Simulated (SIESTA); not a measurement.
HfO2:

```
Hf O
1.0
     3.55802    0.00000    0.00000
     0.00000    3.55802    0.00000
     0.00000    0.00000    5.17186
Hf O
2 4
Direct
  0.00000 0.00000 0.00000
  0.50000 0.50000 0.50000
  0.00000 0.50000 0.19721
  0.50000 0.00000 0.30279
  0.50000 0.00000 0.80279
  0.00000 0.50000 0.69721
```

Measurements of this composition are mostly on another form, of space group No. 14.

Base run:

```yaml
Program: SIESTA 5.4.2
Functional: PW91
Potentials_or_basis: PseudoDojo 0.4 standard (PBE files)
Basis: DZP (energy shift 0.003 Ry; two zetas on semicore shells)
Grid_cutoff: 800 Ry
Energy_shift: 0.003 Ry
k_mesh: 6 × 6 × 4
Occupations: fermi-dirac, width 0.05 eV
Spin: no spin polarisation
```

Its results: band gap on the k mesh 4.58 eV, indirect (least direct gap 4.65 eV); pressure 12.1 GPa; largest force 0.293 eV/Å.

**Question.** The run is repeated on the same cell with these changes: functional from PW91 to BLYP. What comes out?

**Answer.** Band gap on the k mesh 4.58 eV, indirect (least direct gap 4.65 eV); pressure 19.9 GPa; largest force 0.309 eV/Å.

BLYP binds less tightly than PW91, so the same cell stands under more pressure.

Caveats: short orbitals over semicore shells can move pressures by several GPa; the potentials were made for another functional, which shifts forces and pressure; spin-orbit coupling is left out, which moves the levels of the heavy elements; the basis of atomic orbitals isn't converged, which shifts pressures, moduli and gaps.
